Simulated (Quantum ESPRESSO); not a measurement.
HfO2:

```
CELL_PARAMETERS angstrom
0.00000 2.55750 2.55750
2.55750 0.00000 2.55750
2.55750 2.55750 0.00000
ATOMIC_POSITIONS crystal
Hf 0.00000 0.00000 0.00000
O 0.75000 0.75000 0.75000
O 0.25000 0.25000 0.25000
```

Measurements of this composition are mostly on another form, of space group No. 14.

Base run:

```yaml
Program: Quantum ESPRESSO 7.5
Functional: PBE
Potentials_or_basis: PseudoDojo 0.4.1 SR PBE standard
Cutoff: 1143 eV
Density_cutoff: 4572 eV
k_mesh: 6 × 6 × 6, shifted
Occupations: fermi-dirac, width 0.05 eV
Spin: no spin polarisation
```

Its results: pressure -4.9 GPa; electronic dielectric tensor (diagonal) 5.18.

**Question.** After a change of settings the same cell gave: pressure -22.1 GPa; electronic dielectric tensor (diagonal) 5.29. Which change was it?
A. functional from PBE to AM05
B. k mesh from 6 × 6 × 6, shifted to 4 × 4 × 4, shifted
C. functional from PBE to LDA; potentials or basis from PseudoDojo 0.4.1 SR PBE standard to PseudoDojo 0.4.1 SR LDA standard
D. k mesh from 6 × 6 × 6, shifted to 10 × 10 × 10, shifted

**Answer.** C.

Caveats: the cell is more than 3 GPa from zero pressure, which shifts response properties.
